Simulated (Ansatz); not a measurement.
Input and command of a calculation in Ansatz (plane waves; scalar-relativistic PAW potentials unless the input names others):

```yaml
crystal:
  lattice:
    - [4.043499, 0.0, 0.0]
    - [0.0, 4.043499, 0.0]
    - [0.0, 0.0, 3.80088906]
  atoms:
    - { symbol: K, position: [0.0, 0.0, 0.0] }
    - { symbol: Br, position: [0.5, 0.5, 0.5] }
basis:
  ecutwfc: 420
kpoints:
  mp_grid: { grid: [6, 6, 6], kspacing: 0.3 }
hamiltonian:
  xc: pbe
scf:
  occupations: { method: gaussian, width: 0.05 }
  max_iter: 80
output:
  forces: true
  eigenvalues: true
  stress: true
```

```bash
ansatz run input.yaml --threads 1 --pin off --max-ram 1228MiB --backend cpu --events-out ev --progress --plain --runs-dir out
```

Problem. What is wrong with this input?

Solution. The program refuses it, because of a mesh typed together with a spacing (kpoints.mp_grid.kspacing: not typed → 0.3). Without that key it is accepted.

Abridged log:
```
Error: invalid value for `kpoints.mp_grid.kspacing`: mutually exclusive with `grid` — set one or the other
```